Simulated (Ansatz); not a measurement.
# Li (P6_3/mmc) in Ansatz: a series of runs, part 2 of 2

Ansatz 0.2.0.

### Step 3. Relaxation of cell and atoms, PBEsol, target pressure 30 GPa, at which the enthalpy is minimised

The input, input.yaml:

```yaml
crystal:
  lattice:
    - [3.111, 0.0, 0.0]
    - [-1.5555, 2.6942050312, 0.0]
    - [0.0, 0.0, 5.093]
  atoms:
    - { symbol: Li, position: [0.6666666667, 0.3333333333, 0.75] }
    - { symbol: Li, position: [0.3333333333, 0.6666666667, 0.25] }
hamiltonian:
  xc: pbesol
  pseudopotentials: { kind: paw }
kpoints:
  mp_grid: { grid: [10, 10, 5] }
scf:
  occupations: { method: fermi_dirac, width: 0.05 }
output:
  forces: true
  stress: true
  eigenvalues: true
  write_density: true
  write_potential: true
  elf: true
  volumetric_format: npy
relax:
  f_tol: 0.01
  max_steps: 40
  cell: { stress_tol: 0.05, p_target: 30.0 }
```

Potentials or basis: Ansatz PAW.

The run is started by

```sh
ansatz run input.yaml --threads 2 --pin off --max-ram 5632MiB --backend cpu --events-out ev --progress --plain --runs-dir out
```

The program printed:

```text
Warning: RAYON_NUM_THREADS=2 ignored (pool sized by the plan → 2); use --threads N
Engine: ansatz 0.2.0, x86_64-unknown-linux-gnu
Pseudopotentials: kind: paw
Pseudopotential: Li, paw, valence charge 3, recommended cutoff 420 eV (normal), Li.paw.azcp
Functional definition: PBEsol
  exchange = pbesol_x
  correlation = pbesol_c
Crystal: 2 atoms, lattice volume = 42.688 Å³
Basis set: ecut = 420 eV, 833 PW (Γ), exchange–correlation on 48×48×72 points (8 copies of the dense FFT grid, shifted against one another)
Bands: 7, of which v1, the nominal top of the filled ones, is band 3 counted from 1 (2 counted from 0)
Symmetry: 24 space group operations
Space group: P63/mmc (ITA 194), of the structure as read, at distance tolerance 3.5e-5 Å
k-points: 42 of 500
Non-local potential: Li, projectors of the file, l = 0: 3, l = 1: 2, l = 2: 1
PAW form: soft (Blöchl's): semilocal exchange-correlation on the pseudo side does not see the compensation charge
[... 104 lines left out ...]
  E_vxc        = -29.108504  (∫ρ·V_xc dr)
  E_paw        = -39.351944  (= ΣΔE_a)
  E_vpaw       = -23.118314  (= ΣTr[D̂ρ^β])
  E_aug_tail   = -0.000008  (compensation charges beyond the density's cutoff)
  E_ewald      = -173.188946
  E_smearing   = -0.003128  (= −TS)
  E_closure    = -0.000000  (closes the sum)
  Σ components = -404.875464   (vs F -404.875464, Δ=0.00e0)
--- Forces (eV/Å), atoms counted from 1 ---
  atom   1  Li     0.00000000     0.00000000     0.00000000
  atom   2  Li    -0.00000000    -0.00000000     0.00000000
  max |Σ_I F_I| component: 9.25e-18 eV/Å
--- Stress (GPa, compression-positive) ---
       30.036246      -0.000000       0.000000
       -0.000000      30.036246       0.000000
        0.000000       0.000000      29.998695
  P = ⅓ Tr σ = 30.0237 GPa (300.237 kbar)
--- Band table (eV; the first three rows and the last of 42) ---
  k-point 0: bands = ["-41.0832", "-40.8605", "-0.0039", "3.5261", "10.1778", "24.3682", "24.3682"]
  k-point 1: bands = ["-41.0621", "-40.8819", "0.1822", "2.8496", "11.5696", "23.9685", "24.6584"]
  k-point 2: bands = ["-41.0066", "-40.9378", "0.7473", "1.6855", "14.8408", "19.1440", "25.4431"]
  k-point 41: bands = ["-40.8081", "-40.7999", "6.0124", "6.8400", "8.4470", "9.6400", "15.2635"]
--- Relaxed structure (7 steps of the walk, 7 accepted, 1 SCFs on fresh bases) ---
  F+E_penalty+E_count = -404.87546352 eV   max|allowed force component| = 6.708e-17 eV/Å   (the final SCF, on the basis selected at the relaxed cell)
  cell:  # Å, volume = 20.1889 Å³
    - [2.4193465033694994, -7.00036289243212e-34, 0.0]
    - [-1.2096732516847497, 2.095215532475041, 0.0]
    - [0.0, 0.0, 3.9827737211369096]
  atoms:
    - { symbol: Li, position: [0.6666666666666666, 0.33333333333333337, 0.7500000000000001] }
    - { symbol: Li, position: [0.33333333333333337, 0.6666666666666667, 0.25000000000000006] }
```

It took 1.9 s on 2 threads of Intel Xeon 6975P-C (Granite Rapids), shared host; peak memory 0.35 GiB.

What came out:

| Item | Value |
| --- | --- |
| Free energy | -404.8755 eV |
| Relaxed volume | 10.09 Å³/atom |
| Relaxed cell | a = 2.419 Å, b = 2.419 Å, c = 3.983 Å, α = 90.00°, β = 90.00°, γ = 120.00° |
| Space group after relaxing (to 0.05 Å) | P6_3/mmc (No. 194) |
| Energy change on relaxing (the enthalpy is what falls) | +560.8 meV/atom |
| Ionic steps | 8 |
| Pressure after relaxing | 30.0 GPa |
| Band gap on the k mesh | none (metal or under the smearing width) |

The path:
```
step  energy change (eV)  largest force (eV/Å)  volume (Å³)
   1              0.0000                0.0000        42.69
   2              0.0102                0.0000        36.77
   3              0.1142                0.0000        31.44
   4              0.3493                0.0000        26.66
   5              0.7727                0.0000        22.38
   6              1.2064                0.0000        19.75
   7              1.1212                0.0000        20.19
   8              1.1217                0.0000        20.19
```

Final structure:
```
Li
1.0
     2.41935    0.00000    0.00000
    -1.20967    2.09522    0.00000
     0.00000    0.00000    3.98277
Li
2
Direct
  0.66667 0.33333 0.75000
  0.33333 0.66667 0.25000
```

Caveat: the volume moved by over 15 % at a fixed basis, so the end points are rough; the plane-wave basis is chosen anew once the cell has moved, so the energies of steps on either side of that aren't comparable.
